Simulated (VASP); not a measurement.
Set up this calculation in VASP 6.6.1, as the native input.

| Quantity | Value |
| --- | --- |
| Task | relaxation of cell and atoms |
| Functional | PBEsol |
| Potentials or basis | VASP PAW PBE potentials, release 64 (Te, Pt) |
| Cutoff | 600 eV |
| k mesh | 12 × 12 × 7 |
| Occupations | methfessel-paxton, width 0.1 eV |
| Spin | no spin polarisation |
| Further INCAR settings | ALGO = Normal; EDIFF = 1e-07; IBRION = 2; EDIFFG = -0.005; NSW = 90; ISIF = 3 |

The structure of Te2Pt (Moncheite) lies in POSCAR:

```
Te2Pt                                   
1.0
    4.0441350896     -0.0000000000      0.0000000000
   -2.0220675448      3.5023237240      0.0000000000
    0.0000000000     -0.0000000000      5.1228837253
  Te              Pt            
     2     1
Direct
     0.3333333332999970    0.6666666667000030    0.2630996999543250
     0.6666666667000030    0.3333333332999970    0.7369003000456751
     0.0000000000000000    0.0000000000000000    0.0000000000000000
```

These files were run (other wordings do the same):

INCAR

```
SYSTEM = Te2Pt
ALGO = Normal
EDIFF = 1E-7
EDIFFG = -0.005
ENCUT = 600
GGA = PS
IBRION = 2
ISIF = 3
ISMEAR = 1
LASPH = .TRUE.
LCHARG = .FALSE.
LREAL = .FALSE.
LWAVE = .FALSE.
NELM = 80
NSW = 90
PREC = Accurate
SIGMA = 0.1
```

KPOINTS

```
k-points
0
G
  12 12 7
  0 0 0
```

Potentials or basis: VASP PAW PBE potentials, release 64 (Te, Pt).

Launch:

```sh
$ cat potpaw_PBE.64/Te/POTCAR potpaw_PBE.64/Pt/POTCAR > POTCAR
$ mpirun -np 1 vasp_std > vasp.out
```

It gave:

| Item | Value |
| --- | --- |
| Relaxed volume | 24.18 Å³/atom |
| Relaxed cell | a = 4.043 Å, b = 4.043 Å, c = 5.122 Å, α = 90.00°, β = 90.00°, γ = 120.00° |
| Space group after relaxing (to 0.05 Å) | P-3m1 (No. 164) |
| Energy gained by relaxing | 0.0 meV/atom |
| Ionic steps | 3 |
| Pressure after relaxing | 0.0 GPa |
| Band gap on the k mesh | none (metal or under the smearing width) |

Caveat: the PAW data sets were made with another functional, which shifts forces and pressure a little.

Run time: 3.5 min on 1 thread of Intel(R) Xeon(R) Platinum 8488C (Sapphire Rapids), with other jobs on the host, peak memory 0.33 GiB.
